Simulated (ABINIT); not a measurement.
GaSb:

```
CELL_PARAMETERS angstrom
0.00000 3.05900 3.05900
3.05900 0.00000 3.05900
3.05900 3.05900 0.00000
ATOMIC_POSITIONS crystal
Sb 0.75000 0.75000 0.75000
Ga 0.00000 0.00000 0.00000
```

Base run:

```yaml
Program: ABINIT 10.8.3 (patched build)
Functional: PBEsol
Potentials_or_basis: JTH PAW PBE v2.0 sp
Cutoff: 544 eV
k_mesh: 8 × 8 × 8
Occupations: fermi-dirac, width 0.05 eV
Spin: no spin polarisation
```

Its results: band gap on the k mesh none (metal or under the smearing width); pressure 0.0 GPa.

Question: After a change of settings the same cell gave: band gap on the k mesh none (metal or under the smearing width); pressure 4.9 GPa. Which change was it?
A. functional from PBEsol to LDA-Teter; potentials or basis from JTH PAW PBE v2.0 sp to JTH PAW LDA v2.0 sp
B. functional from PBEsol to rPW86PBE
C. functional from PBEsol to HCTH407

Answer: B.

Caveats: the PAW data sets were made with another functional, which shifts forces and pressure a little; spin-orbit coupling is left out, which moves the levels of the heavy elements; this set keeps more shells in the core, which shifts pressures and gaps; this crystal is a semiconductor, whose small gap the functional closes, so the metal is an error of the method.
